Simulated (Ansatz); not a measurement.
**NaCl (F-43m) at 3 levels of theory**

One geometry, relaxed with PBE; plane waves with PAW potentials in Ansatz, scalar-relativistic. No spin polarisation. Gaps are the least over mesh and band path; pressure is positive in compression.

```cif
data_structure
_symmetry_space_group_name_H-M 'P 1'
_symmetry_Int_Tables_number 1
_cell_length_a 4.4204
_cell_length_b 4.4204
_cell_length_c 4.4204
_cell_angle_alpha 60.000
_cell_angle_beta 60.000
_cell_angle_gamma 60.000
_cell_volume 61.08
loop_
_atom_site_label
_atom_site_type_symbol
_atom_site_fract_x
_atom_site_fract_y
_atom_site_fract_z
_atom_site_occupancy
Na1 Na 0.75000 0.75000 0.75000 1
Cl1 Cl 0.50000 0.50000 0.50000 1
```

```json
{"level": "PBE", "cutoff (eV)": "420", "k mesh": "6×6×6", "gap (eV)": "4.85", "pressure (GPa)": "0.0"}
{"level": "r2SCAN", "cutoff (eV)": "500", "k mesh": "6×6×6", "gap (eV)": "5.47", "pressure (GPa)": "-0.6"}
{"level": "LDA", "cutoff (eV)": "420", "k mesh": "6×6×6", "gap (eV)": "4.46", "pressure (GPa)": "-1.8"}
```

The cell was found from a structure generator's guess, not taken from experiment.
